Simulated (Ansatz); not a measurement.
Ti:

```xyz
3
Lattice="4.5674 0.0000 0.0000 -2.2837 3.9555 0.0000 0.0000 0.0000 2.8262" Properties=species:S:1:pos:R:3 pbc="T T T"
Ti    2.2837    1.3185    1.4131
Ti    0.0000    2.6370    1.4131
Ti    0.0000    0.0000    0.0000
```

This isn't the form of Ti at room conditions, which is hcp.

- Program: Ansatz 0.2.0
- Task: relaxation of cell and atoms
- Functional: PBEsol
- Dispersion: D4
- Potentials or basis: Ansatz PAW
- Cutoff: 420 eV (not typed: the program's choice for these potentials)
- k mesh: 7 × 7 × 9
- Occupations: fermi-dirac, width 0.05 eV
- Spin: no spin polarisation

At the start: volume 17.02 Å³/atom.

**Question.** Where does the relaxation end?

**Answer.** It ends after 6 steps and the volume is 16.31 Å³/atom (-4.2 %); space group P6/mmm (No. 191, to 0.05 Å).

The path:
| step | energy change (eV) | largest force (eV/Å) | volume (Å³) |
| --- | --- | --- | --- |
| 1 | 0.0000 | 0.0000 | 51.06 |
| 2 | -0.0047 | 0.0000 | 47.14 |
| 3 | -0.0331 | 0.0000 | 49.04 |
| 4 | -0.0332 | 0.0000 | 48.94 |
| 5 | -0.0332 | 0.0000 | 48.93 |
| 6 | -0.0330 | 0.0000 | 48.93 |

Final structure:
```yaml
crystal:
  lattice:
    - [4.50025, 0.00000, 0.00000]
    - [-2.25012, 3.89733, 0.00000]
    - [0.00000, 0.00000, 2.78978]
  atoms:
    - { symbol: Ti, position: [0.66667, 0.33333, 0.50000] }
    - { symbol: Ti, position: [0.33333, 0.66667, 0.50000] }
    - { symbol: Ti, position: [0.00000, 0.00000, 0.00000] }
```

Caveat: the plane-wave basis is chosen anew once the cell has moved, so the energies of steps on either side of that aren't comparable; pairwise dispersion overbinds metals, which lowers pressure and volume; the PAW data sets come from PBE, with cores solved anew for the run's functional, which leaves a small shift of forces and pressure.
